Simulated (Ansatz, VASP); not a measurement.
One calculation of Cu, two programs

```xyz
2
Lattice="1.2875 -4.0911 0.0000 1.2426 4.0773 0.0000 0.0000 0.0000 2.5893" Properties=species:S:1:pos:R:3 pbc="T T T"
Cu    1.2115    3.1339    0.6473
Cu    1.3187   -3.1476    1.9420
```

Alike in both runs: task single point; functional PBE; k mesh 16 × 16 × 14; occupations gaussian, width 0.1 eV; no spin polarisation.

|  | VASP | Ansatz |
| --- | --- | --- |
| version | VASP 6.6.1 | Ansatz 0.2.0 |
| potentials or method | VASP PAW PBE potentials, release 64 (Cu) | scalar-relativistic, plane waves, PAW |
| plane-wave cutoff (eV) | 520 | 420 |
| valence electrons in the cell | 22 | 38 |

VASP gave:

| Quantity | Value |
| --- | --- |
| gap on the k mesh at the Fermi level (eV) | none |
| pressure (GPa) | -1.1 |
| largest component of the traceless stress (GPa) | 7.46 |
| rms of the force components (eV/Å) | 1.180 |

Q: What did Ansatz give for the same quantities?

A: gap on the k mesh at the Fermi level (eV): none; pressure (GPa): -1.6; largest component of the traceless stress (GPa): 7.31; rms of the force components (eV/Å): 1.175.

Atom by atom the forces differ by 0.004 eV/Å (rms over components). A gap of «none» marks a metal or a gap that the smearing closes. The two sets of potentials don't hold the same shells in valence.

Caveats: forces of over 1 eV/Å show positions far from the minimum, so gaps and moduli don't describe the material at rest.
